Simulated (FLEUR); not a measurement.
C under changes of volume

One of the cells (5.672 Å³/atom); the others are scaled copies at fixed shape and fractional positions:

```xyz
12
Lattice="2.5221 0.0000 0.0000 -1.2611 2.1842 0.0000 0.0000 0.0000 12.3557" Properties=species:S:1:pos:R:3 pbc="T T T"
C     1.2611    0.7281    4.3760
C     0.0000    1.4561   10.5539
C     1.2611    0.7281    1.8018
C     0.0000    1.4561    7.9797
C     1.2611    0.7281    5.9205
C     0.0000    1.4561   12.0983
C     1.2611    0.7281    0.2574
C     0.0000    1.4561    6.4352
C     0.0000    0.0000   10.0390
C     0.0000    0.0000    3.8612
C     0.0000    0.0000    8.4945
C     0.0000    0.0000    2.3167
```

This is a hexagonal form of diamond, not graphite.

```yaml
Program: FLEUR MaX-R8.1 (later development tree)
Functional: LDA (Perdew-Zunger)
Potentials_or_basis: all-electron
Basis: FLAPW
Kmax: 5.5 1/bohr
k_mesh: 12 × 12 × 3
Occupations: fermi-dirac, width 0.05 eV
Spin: no spin polarisation
```

```tsv
volume (Å³/atom)	energy over the lowest point (meV/atom)	gap on the mesh (eV)
5.332	8.62	4.52
5.445	0.00	4.46
5.672	3.86	4.35
5.899	?	?
6.012	53.40	4.19
```

What does the run at 5.899 Å³/atom give?

Energy over the lowest point 31.76 meV/atom; gap on the mesh 4.24 eV.

Worked out: A Birch-Murnaghan fit of order 2 (a polynomial in V^(-2/3)) to the other rows has its minimum at 5.52 Å³/atom with B0 = V·E''(V) = 471 GPa at fixed shape and positions, which overstates the stiffness. It gives 31.89 meV/atom at 5.899 Å³/atom, against the run's 31.76. A straight line through the other rows of the gap, of slope -2.74 eV per unit of ln V, gives 4.24 eV, against the run's 4.24.

Energies are extrapolated to zero smearing.

Caveats: an odd mesh through Γ misses points on the zone boundary, where band edges often lie.
